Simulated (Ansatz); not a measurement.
# Cr (Im-3m) in Ansatz: a series of runs, part 2 of 2

Ansatz 0.2.0. The steps go on from the part before.

## (4) Relaxation of cell and atoms, PBEsol, collinear spin, ferromagnetic start, target pressure 5 GPa, at which the enthalpy is minimised

Contents of input.yaml:

```yaml
crystal:
  lattice:
    - [-1.4844496776, 1.4844496776, 1.4844496776]
    - [1.4844496776, -1.4844496776, 1.4844496776]
    - [1.4844496776, 1.4844496776, -1.4844496776]
  atoms:
    - { symbol: Cr, position: [0.0, 0.0, 0.0], spin: 3.0 }
hamiltonian:
  xc: pbesol
  pseudopotentials: { kind: paw }
magnetization:
  spin_polarized: true
kpoints:
  mp_grid: { grid: [12, 12, 12] }
scf:
  occupations: { method: fermi_dirac, width: 0.05 }
output:
  forces: true
  stress: true
  eigenvalues: true
  write_density: true
  write_potential: true
  elf: true
  volumetric_format: npy
relax:
  f_tol: 0.01
  max_steps: 40
  cell: { stress_tol: 0.05, p_target: 5.0 }
```

Command:

```sh
ansatz run input.yaml --threads 2 --pin off --max-ram 5632MiB --backend cpu --events-out ev --progress --plain --runs-dir out
```

Run time: 6.8 s. Hardware: 2 threads of Arm Neoverse V2, shared host; peak memory 0.28 GiB.

It converged, with:

* Free energy: -3349.1968 eV
* Relaxed volume: 10.94 Å³/atom
* Relaxed cell: a = 2.422 Å, b = 2.422 Å, c = 2.422 Å, α = 109.47°, β = 109.47°, γ = 109.47°
* Space group after relaxing (to 0.05 Å): Im-3m (No. 229)
* Energy change on relaxing (the enthalpy is what falls): -224.0 meV/atom
* Ionic steps: 6
* Pressure after relaxing: 5.0 GPa
* Band gap on the k mesh: none (metal or under the smearing width)
* Net moment: 0.00 μB per cell
* Absolute moment: 0.00 μB per cell

The path:
| step | energy change (eV) | largest force (eV/Å) | volume (Å³) |
| --- | --- | --- | --- |
| 1 | 0.0000 | 0.0000 | 13.08 |
| 2 | -0.2262 | 0.0000 | 11.26 |
| 3 | -0.2205 | 0.0000 | 10.83 |
| 4 | -0.2250 | 0.0000 | 10.94 |
| 5 | -0.2249 | 0.0000 | 10.94 |
| 6 | -0.2240 | 0.0000 | 10.94 |

Final structure:
```yaml
crystal:
  lattice:
    - [-1.39839, 1.39839, 1.39839]
    - [1.39839, -1.39839, 1.39839]
    - [1.39839, 1.39839, -1.39839]
  atoms:
    - { symbol: Cr, position: [0.00000, 0.00000, 0.00000] }
```

Levels at points of the mesh, in eV from the Fermi level:
Spin up:
```
              k point  band 5  band 6  band 7  band 8  band 9  band 10
   (0.00, 0.00, 0.00)   -8.10   -0.96   -0.96   -0.96    1.23     1.23
  (0.00, 0.00, -0.50)   -4.75   -2.65    1.23    1.26    1.61     3.15
(-0.50, -0.50, -0.50)   -4.70   -4.70    2.71    2.71    2.71    11.05
```
Spin down:
| k point | band 3 | band 4 | band 5 | band 6 | band 7 | band 8 | band 9 | band 10 | band 11 | band 12 |
| --- | --- | --- | --- | --- | --- | --- | --- | --- | --- | --- |
| (0.00, 0.00, 0.00) | -42.43 | -42.43 | -8.10 | -0.96 | -0.96 | -0.96 | 1.23 | 1.23 | 22.69 | 22.69 |
| (0.00, 0.00, -0.50) | -42.77 | -42.44 | -4.75 | -2.65 | 1.23 | 1.26 | 1.61 | 3.15 | 10.58 | 17.45 |
| (-0.50, -0.50, -0.50) | -43.18 | -43.18 | -4.70 | -4.70 | 2.71 | 2.71 | 2.71 | 11.05 | 11.05 | 11.05 |

Caveat: the volume moved by over 15 % at a fixed basis, so the end points are rough; the starting moments collapsed, and a magnetic state may lie lower; the plane-wave basis is chosen anew once the cell has moved, so the energies of steps on either side of that aren't comparable; the PAW data sets come from PBE, with cores solved anew for the run's functional, which leaves a small shift of forces and pressure; the starting moments weren't kept.

## (5) Relaxation of cell and atoms, PBEsol, collinear spin, ferromagnetic start, target pressure 10 GPa, at which the enthalpy is minimised

input.yaml: that of step 4 with these lines changed.

```diff
@@ -27,2 +27,2 @@
   max_steps: 40
-  cell: { stress_tol: 0.05, p_target: 5.0 }
+  cell: { stress_tol: 0.05, p_target: 10.0 }
```

Command:

```sh
ansatz run input.yaml --threads 2 --pin off --max-ram 5632MiB --backend cpu --events-out ev --progress --plain --runs-dir out
```

Wall time 7.1 s (2 threads of Arm Neoverse V2, shared host); peak memory 0.28 GiB.

It converged, with:

* Free energy: -3349.1887 eV
* Relaxed volume: 10.76 Å³/atom
* Relaxed cell: a = 2.409 Å, b = 2.409 Å, c = 2.409 Å, α = 109.47°, β = 109.47°, γ = 109.47°
* Space group after relaxing (to 0.05 Å): Im-3m (No. 229)
* Energy change on relaxing (the enthalpy is what falls): -215.8 meV/atom
* Ionic steps: 6
* Pressure after relaxing: 10.0 GPa
* Band gap on the k mesh: none (metal or under the smearing width)
* Net moment: 0.00 μB per cell
* Absolute moment: 0.00 μB per cell

The path:
```tsv
step	energy change (eV)	largest force (eV/Å)	volume (Å³)
1	0.0000	0.0000	13.08
2	-0.2270	0.0000	11.22
3	-0.2041	0.0000	10.60
4	-0.2176	0.0000	10.78
5	-0.2169	0.0000	10.76
6	-0.2158	0.0000	10.76
```

Final structure:
```
CELL_PARAMETERS angstrom
-1.39097 1.39097 1.39097
1.39097 -1.39097 1.39097
1.39097 1.39097 -1.39097
ATOMIC_POSITIONS crystal
Cr 0.00000 0.00000 0.00000
```

Levels at points of the mesh, in eV from the Fermi level:
Spin up:
```
              k point  band 3  band 4  band 5  band 6  band 7  band 8  band 9  band 10  band 11  band 12
   (0.00, 0.00, 0.00)  -42.40  -42.40   -8.15   -0.98   -0.98   -0.98    1.25     1.25    22.82    22.82
  (0.00, 0.00, -0.50)  -42.77  -42.41   -4.83   -2.71    1.28    1.28    1.65     3.22    10.79    17.56
(-0.50, -0.50, -0.50)  -43.20  -43.20   -4.81   -4.81    2.77    2.77    2.77    11.20    11.20    11.20
```
Spin down:
| k point | band 3 | band 4 | band 5 | band 6 | band 7 | band 8 | band 9 | band 10 | band 11 | band 12 |
| --- | --- | --- | --- | --- | --- | --- | --- | --- | --- | --- |
| (0.00, 0.00, 0.00) | -42.40 | -42.40 | -8.15 | -0.98 | -0.98 | -0.98 | 1.25 | 1.25 | 22.82 | 22.82 |
| (0.00, 0.00, -0.50) | -42.77 | -42.41 | -4.83 | -2.71 | 1.28 | 1.28 | 1.65 | 3.22 | 10.79 | 17.56 |
| (-0.50, -0.50, -0.50) | -43.20 | -43.20 | -4.81 | -4.81 | 2.77 | 2.77 | 2.77 | 11.20 | 11.20 | 11.20 |

Caveat: the volume moved by over 15 % at a fixed basis, so the end points are rough; the starting moments collapsed, and a magnetic state may lie lower; the plane-wave basis is chosen anew once the cell has moved, so the energies of steps on either side of that aren't comparable; the PAW data sets come from PBE, with cores solved anew for the run's functional, which leaves a small shift of forces and pressure; the starting moments weren't kept.

## (6) Relaxation of cell and atoms, PBEsol, collinear spin, ferromagnetic start, target pressure 20 GPa, at which the enthalpy is minimised

input.yaml: that of step 5 with these lines changed.

```diff
@@ -20,6 +20,2 @@
   eigenvalues: true
-  write_density: true
-  write_potential: true
-  elf: true
-  volumetric_format: npy
 relax:
@@ -27,2 +23,2 @@
   max_steps: 40
-  cell: { stress_tol: 0.05, p_target: 10.0 }
+  cell: { stress_tol: 0.05, p_target: 20.0 }
```

Potentials or basis: Ansatz PAW.

Command:

```sh
ansatz run input.yaml --threads 2 --pin off --max-ram 5632MiB --backend cpu --events-out ev --progress --plain --runs-dir out
```

Wall time 6.8 s (2 threads of Arm Neoverse V2, shared host); peak memory 0.28 GiB.

Results (log left out):

| Quantity | Value |
| --- | --- |
| Free energy | -3349.1599 eV |
| Relaxed volume | 10.46 Å³/atom |
| Relaxed cell | a = 2.386 Å, b = 2.386 Å, c = 2.386 Å, α = 109.47°, β = 109.47°, γ = 109.47° |
| Space group after relaxing (to 0.05 Å) | Im-3m (No. 229) |
| Energy change on relaxing (the enthalpy is what falls) | -187.1 meV/atom |
| Ionic steps | 6 |
| Pressure after relaxing | 20.0 GPa |
| Band gap on the k mesh | none (metal or under the smearing width) |
| Net moment | 0.00 μB per cell |
| Absolute moment | 0.00 μB per cell |

The path:
```csv
step,energy change (eV),largest force (eV/Å),volume (Å³)
1,0.0000,0.0000,13.08
2,-0.2262,0.0000,11.26
3,-0.1356,0.0000,10.13
4,-0.1888,0.0000,10.46
5,-0.1883,0.0000,10.46
6,-0.1871,0.0000,10.46
```

Final structure:
```cif
data_structure
_symmetry_space_group_name_H-M 'P 1'
_symmetry_Int_Tables_number 1
_cell_length_a 2.3859
_cell_length_b 2.3859
_cell_length_c 2.3859
_cell_angle_alpha 109.471
_cell_angle_beta 109.471
_cell_angle_gamma 109.471
_cell_volume 10.46
loop_
_atom_site_label
_atom_site_type_symbol
_atom_site_fract_x
_atom_site_fract_y
_atom_site_fract_z
_atom_site_occupancy
Cr1 Cr 0.00000 0.00000 0.00000 1
```

Levels at points of the mesh, in eV from the Fermi level:
Spin up:
| k point | band 3 | band 4 | band 5 | band 6 | band 7 | band 8 | band 9 | band 10 | band 11 | band 12 |
| --- | --- | --- | --- | --- | --- | --- | --- | --- | --- | --- |
| (0.00, 0.00, 0.00) | -42.36 | -42.36 | -8.25 | -1.03 | -1.03 | -1.03 | 1.29 | 1.29 | 23.05 | 23.05 |
| (0.00, 0.00, -0.50) | -42.75 | -42.37 | -4.99 | -2.83 | 1.33 | 1.38 | 1.71 | 3.35 | 11.17 | 17.78 |
| (-0.50, -0.50, -0.50) | -43.22 | -43.22 | -5.02 | -5.02 | 2.88 | 2.88 | 2.88 | 11.50 | 11.50 | 11.50 |
Spin down:
```tsv
k point	band 5	band 6	band 7	band 8	band 9	band 10
(0.00, 0.00, 0.00)	-8.25	-1.03	-1.03	-1.03	1.29	1.29
(0.00, 0.00, -0.50)	-4.99	-2.83	1.33	1.38	1.71	3.35
(-0.50, -0.50, -0.50)	-5.02	-5.02	2.88	2.88	2.88	11.50
```

Caveat: the volume moved by over 15 % at a fixed basis, so the end points are rough; the starting moments collapsed, and a magnetic state may lie lower; the plane-wave basis is chosen anew once the cell has moved, so the energies of steps on either side of that aren't comparable; the PAW data sets come from PBE, with cores solved anew for the run's functional, which leaves a small shift of forces and pressure; the starting moments weren't kept.
